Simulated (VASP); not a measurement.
Wanted: the native input for a VASP 6.6.1 run.

* Task: atomic charges
* Functional: PBE
* Potentials or basis: VASP PAW PBE potentials, release 64 (Sb)
* Cutoff: 520 eV
* k mesh: 9 × 9 × 5
* Occupations: gaussian, width 0.02 eV
* Spin: no spin polarisation
* Further INCAR settings: ALGO = Fast; EDIFF = 1e-07

The structure of Sb lies in POSCAR:

```
Sb
1.0
    3.3545324186      0.0000000000      0.0000000000
   -1.6772662093      2.9051102923      0.0000000000
    0.0000000000      0.0000000000      5.4701606500
Sb
2
Direct
    0.6666666667      0.3333333333      0.7500000000
    0.3333333333      0.6666666667      0.2500000000
```

This isn't the form of Sb at room conditions, which is rhombohedral.

One way to write it, as run:

INCAR

```
ALGO = Fast ; EDIFF = 1E-7
ENCUT = 520 ; GGA = PE
ISIF = 2 ; ISMEAR = 0
LASPH = T ; LCHARG = T
LELF = T ; LORBIT = 10
LREAL = F ; LVHAR = T
LWAVE = F ; NELM = 60
PREC = Accurate ; SIGMA = 0.02
```

KPOINTS

```
k-points
0
Gamma
  9 9 5
```

Potentials or basis: VASP PAW PBE potentials, release 64 (Sb).

The run is started by

```bash
$ cat potpaw_PBE.64/Sb/POTCAR > POTCAR
$ mpirun -np 1 vasp_std > vasp.out
```

It gave:

| Quantity | Value |
| --- | --- |
| Pressure | 1.3 GPa |
| Band gap on the k mesh | none (metal or under the smearing width) |
| Valence electrons inside the program's atomic spheres | Sb 2.33 |

Wall time 16 s on 1 thread of Intel(R) Xeon(R) Platinum 8375C CPU @ 2.90GHz (Ice Lake), with other jobs on the host, peak memory 0.17 GiB.
